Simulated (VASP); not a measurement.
# Si (strained diamond): a PBE single-point calculation in VASP

INCAR

```
LWAVE = .FALSE.
IBRION = -1
LCHARG = .FALSE.
EDIFF = 1E-7
ENCUT = 520
LASPH = .TRUE.
GGA = PE
NELM = 120
NBANDS = 11
LREAL = .FALSE.
ISMEAR = -1
NSW = 0
ISIF = 2
PREC = Accurate
SIGMA = 0.02
```

KPOINTS

```
KPOINTS created by Atomic Simulation Environment
0
Gamma
8 8 8
0 0 0
```

KPOINTS_OPT

```
special points
7
Reciprocal
0.0000000000 0.0000000000 0.0000000000 1
0.5000000000 0.0000000000 0.5000000000 1
0.6250000000 0.2500000000 0.6250000000 1
0.3750000000 0.3750000000 0.7500000000 1
0.5000000000 0.5000000000 0.5000000000 1
0.5000000000 0.2500000000 0.7500000000 1
0.0000000000 0.5000000000 0.5000000000 1
```

POSCAR

```
Si
 1.0000000000000000
     0.1060954022000000    2.7193295421000001    2.7193295421000001
     2.7193295421000001    0.1060954022000000    2.7193295421000001
     2.7193295421000001    2.7193295421000001    0.1060954022000000
 Si
   2
Cartesian
  0.0148929586610297  0.0148929586610297  0.0148929586610297
  1.3712956629389703  1.3712956629389701  1.3712956629389701
```

VASP ran with the recommended PBE PAW datasets (8 valence electrons in the cell).

Command

```
mpirun -np 1 vasp_std
```

OSZICAR

```
N       E                     dE             d eps       ncg     rms          rms(c)
DAV:   1     0.710683223374E+01    0.71068E+01   -0.31470E+03  1430   0.563E+02
DAV:   2    -0.103754146781E+02   -0.17482E+02   -0.16361E+02  1846   0.849E+01
DAV:   3    -0.109537866029E+02   -0.57837E+00   -0.57629E+00  1763   0.131E+01
DAV:   4    -0.109583492464E+02   -0.45626E-02   -0.45621E-02  1663   0.148E+00
DAV:   5    -0.109583920388E+02   -0.42792E-04   -0.42793E-04  1831   0.135E-01    0.525E+00
DAV:   6    -0.107972171370E+02    0.16117E+00   -0.10291E-01  1603   0.135E+00    0.320E+00
DAV:   7    -0.107291491074E+02    0.68068E-01   -0.18195E-01  1641   0.189E+00    0.280E-01
DAV:   8    -0.107302373195E+02   -0.10882E-02   -0.10486E-02  1611   0.584E-01    0.118E-01
DAV:   9    -0.107302665195E+02   -0.29200E-04   -0.44246E-04  1745   0.121E-01    0.709E-02
DAV:  10    -0.107303359996E+02   -0.69480E-04   -0.98954E-05  1647   0.554E-02    0.162E-02
DAV:  11    -0.107303374631E+02   -0.14635E-05   -0.21040E-05  1719   0.229E-02    0.898E-03
DAV:  12    -0.107303379025E+02   -0.43935E-06   -0.10359E-06  1722   0.607E-03    0.388E-03
DAV:  13    -0.107303380246E+02   -0.12219E-06   -0.38813E-07  1651   0.354E-03    0.133E-03
DAV:  14    -0.107303380384E+02   -0.13795E-07   -0.10516E-08   979   0.593E-04
   1 F= -.10730338E+02 E0= -.10730247E+02  d E =-.182242E-03
       N       E                     dE             ncg
DAV:   1     0.773399094725E+03   -0.16013E+04      154
DAV:   2     0.653142021773E+03   -0.12026E+03      221
DAV:   3     0.650595101066E+03   -0.25469E+01      203
DAV:   4     0.650580829939E+03   -0.14271E-01      213
DAV:   5     0.650580758275E+03   -0.71664E-04      206
DAV:   6     0.650580757334E+03   -0.94053E-06      225
DAV:   7     0.650580757322E+03   -0.12512E-07      211
```

From OUTCAR

```
k-points           NKPTS =     65   k-points in BZ     NKDIM =     65   number of bands    NBANDS=     11

   NELECT =       8.0000    total number of electrons

   dimension x,y,z NGX =    30 NGY =   30 NGZ =   30
   dimension x,y,z NGXF=    60 NGYF=   60 NGZF=   60

  energy-cutoff  :      520.00
  volume of cell :       37.87
      direct lattice vectors                 reciprocal lattice vectors
     0.106095402  2.719329542  2.719329542    -0.194994845  0.187672741  0.187672741
     2.719329542  0.106095402  2.719329542     0.187672741 -0.194994845  0.187672741
     2.719329542  2.719329542  0.106095402     0.187672741  0.187672741 -0.194994845

 k-points in reciprocal lattice and weights: KPOINTS created by Atomic Simulation Env
   0.00000000  0.00000000  0.00000000       0.002
   0.12500000 -0.00000000 -0.00000000       0.012
   0.25000000 -0.00000000 -0.00000000       0.012
   0.37500000  0.00000000 -0.00000000       0.012
   0.50000000 -0.00000000 -0.00000000       0.006
   0.12500000  0.12500000  0.00000000       0.012
   0.25000000  0.12500000  0.00000000       0.023
   0.37500000  0.12500000  0.00000000       0.023
   ...

 E-fermi :   6.6694

 k-point     1 :       0.0000    0.0000    0.0000
  band No.  band energies     occupation
      1      -5.9415      2.00000
      2       5.9689      2.00000
      3       6.6445      1.55212
      4       6.6445      1.55212
      5       8.3145      0.00000
      6       9.2439      0.00000
      7       9.2439      0.00000
      8      10.6862      0.00000
      9      14.1831      0.00000
     10      14.1831      0.00000
     11      14.6388      0.00000

 k-point     2 :       0.1250   -0.0000   -0.0000
  band No.  band energies     occupation
      1      -5.7204      2.00000
      2       4.9544      2.00000
      3       5.7636      2.00000
      4       6.2931      2.00000
      5       8.6311      0.00000
      6       9.3338      0.00000
      7       9.7089      0.00000
      8      11.9096      0.00000
      9      13.5550      0.00000
     10      13.7309      0.00000
     11      15.5200      0.00000

 k-point     3 :       0.2500   -0.0000   -0.0000
  band No.  band energies     occupation
      1      -5.0728      2.00000
      2       2.5279      2.00000
      3       5.2928      2.00000
      4       5.7367      2.00000
      5       8.4188      0.00000
      6       9.7006      0.00000
      7      10.1473      0.00000
      8      13.0357      0.00000
      9      13.9072      0.00000
     10      14.1780      0.00000
     11      15.5725      0.00000

 k-point     4 :       0.3750    0.0000   -0.0000
  band No.  band energies     occupation
      1      -4.0875      2.00000
      2       0.3572      2.00000
      3       4.9998      2.00000
      4       5.3537      2.00000
      5       8.0464      0.00000
      6       9.6388      0.00000
      7       9.9580      0.00000
      8      14.0523      0.00000
      9      14.7018      0.00000
     10      15.6010      0.00000
     11      16.9120      0.00000

 k-point     5 :       0.5000   -0.0000   -0.0000
  band No.  band energies     occupation
      1      -3.3540      2.00000
      2      -0.7828      2.00000
      3       4.9047      2.00000
      4       5.2228      2.00000
      5       7.9065      0.00000
      6       9.5027      0.00000
      7       9.8094      0.00000
      8      14.0224      0.00000
      9      16.6451      0.00000
     10      16.9572      0.00000
     11      17.6638      0.00000

 k-point     6 :       0.1250    0.1250    0.0000
  band No.  band energies     occupation
      1      -5.6547      2.00000
      2       4.9325      2.00000
      3       5.5005      2.00000
      4       5.8108      2.00000
      5       8.3920      0.00000
      6       9.8537      0.00000
      7      10.4030      0.00000
      8      11.4608      0.00000
      9      13.0746      0.00000
     10      14.4937      0.00000
     11      15.7909      0.00000

 k-point     7 :       0.2500    0.1250    0.0000
  band No.  band energies     occupation
      1      -5.1544      2.00000
      2       3.2842      2.00000
      3       4.7099      2.00000
      4       5.2160      2.00000
      5       8.5280      0.00000
      6      10.4489      0.00000
      7      10.8224      0.00000
      8      11.3400      0.00000
      9      14.0559      0.00000
     10      14.8909      0.00000
     11      16.7264      0.00000

 k-point     8 :       0.3750    0.1250    0.0000
  band No.  band energies     occupation
      1      -4.2689      2.00000
      2       1.1193      2.00000
      3       4.3479      2.00000
      4       4.6316      2.00000
      5       8.5119      0.00000
      6      10.2262      0.00000
      7      10.8425      0.00000
      8      12.3795      0.00000
      9      15.1845      0.00000
     10      16.0242      0.00000
     11      17.0737      0.00000

 k-point     9 :       0.5000    0.1250   -0.0000
  band No.  band energies     occupation
      1      -3.2877      2.00000
      2      -0.5066      2.00000
      3       4.0026      2.00000
      4       4.5829      2.00000
      5       8.4271      0.00000
      6       9.9389      0.00000
      7      10.4539      0.00000
      8      14.4395      0.00000
      9      15.3755      0.00000
     10      16.8609      0.00000
     11      17.3755      0.00000

 k-point    10 :      -0.3750    0.1250    0.0000
  band No.  band energies     occupation
      1      -3.5386      2.00000
      2      -0.1346      2.00000
      3       3.8584      2.00000
      4       4.9093      2.00000
      5       8.5999      0.00000
      6       9.9210      0.00000
      7      10.2688      0.00000
      8      13.7620      0.00000
      9      14.9292      0.00000
     10      16.1039      0.00000
     11      18.3582      0.00000

 k-point    11 :      -0.2500    0.1250   -0.0000
  band No.  band energies     occupation
      1      -4.5663      2.00000
      2       1.7629      2.00000
      3       4.0522      2.00000
      4       5.4323      2.00000
      5       8.9209      0.00000
      6      10.0266      0.00000
      7      10.2584      0.00000
      8      12.2965      0.00000
      9      13.1441      0.00000
     10      16.5454      0.00000
     11      17.4649      0.00000

 k-point    12 :      -0.1250    0.1250    0.0000
  band No.  band energies     occupation
      1      -5.3473      2.00000
      2       3.8508      2.00000
      3       4.7690      2.00000
      4       5.9290      2.00000
      5       8.8471      0.00000
      6       9.7872      0.00000
      7       9.8608      0.00000
      8      12.3455      0.00000
      9      12.5620      0.00000
     10      15.0335      0.00000
     11      16.6763      0.00000

 k-point    13 :       0.2500    0.2500    0.0000
  band No.  band energies     occupation
      1      -4.8040      2.00000
      2       2.8923      2.00000
      3       4.1742      2.00000
      4       4.6932      2.00000
      5       7.4814      0.00000
      6       9.5485      0.00000
      7      12.0972      0.00000
      8      12.4568      0.00000
      9      15.1705      0.00000
     10      15.4408      0.00000
     11      18.2512      0.00000

 k-point    14 :       0.3750    0.2500    0.0000
  band No.  band energies     occupation
      1      -4.0469      2.00000
      2       1.4867      2.00000
      3       3.7045      2.00000
      4       3.8476      2.00000
      5       7.5673      0.00000
      6       9.5340      0.00000
      7      12.4583      0.00000
      8      12.9598      0.00000
      9      16.1485      0.00000
     10      17.5220      0.00000
     11      18.2824      0.00000

 k-point    15 :       0.5000    0.2500    0.0000
  band No.  band energies     occupation
      1      -3.0207      2.00000
      2      -0.0328      2.00000
      3       2.7119      2.00000
      4       3.8587      2.00000
      5       7.6276      0.00000
      6      11.3213      0.00000
      7      12.0373      0.00000
      8      12.7478      0.00000
      9      16.3123      0.00000
     10      17.5593      0.00000
     11      18.1810      0.00000

 k-point    16 :      -0.3750    0.2500   -0.0000
  band No.  band energies     occupation
      1      -2.7145      2.00000
      2      -0.3967      2.00000
      3       2.2180      2.00000
      4       4.2225      2.00000
      5       7.9811      0.00000
      6      11.4874      0.00000
      7      12.2632      0.00000
      8      13.8107      0.00000
      9      14.2139      0.00000
     10      15.0978      0.00000
     11      19.3054      0.00000

 ...

  Total        1.8789585      1.8789585      1.8789585     -0.7687501     -0.7687501     -0.7687501
  in kB       79.5039679     79.5039679     79.5039679    -32.5279582    -32.5279582    -32.5279582
  external PRESSURE =      79.5039679 kB  Pullay stress =       0.0000000 kB

 POSITION                                       TOTAL-FORCE (eV/Angst)
 -----------------------------------------------------------------------------------
      0.01489      0.01489      0.01489         0.019684      0.019684      0.019684
      1.37130      1.37130      1.37130        -0.019684     -0.019684     -0.019684
 -----------------------------------------------------------------------------------
    total drift:                               -0.000000     -0.000000     -0.000000

  FREE ENERGIE OF THE ION-ELECTRON SYSTEM (eV)
  ---------------------------------------------------
  free  energy   TOTEN  =       -10.7303380384 eV

  energy  without entropy=      -10.7301557960  energy(sigma->0) =      -10.73024692
```

The gap between bands v and c is 0.06 eV and the least direct gap is 1.67 eV. The pressure is 8.0 GPa. The largest force is 0.03 eV/Å.

Band v is the last that the valence electrons fill when counted band by band, and c is the next.

The run took about 30 s on one core of a shared host (Intel Xeon Platinum 8488C) and held 0.18 GiB at most.
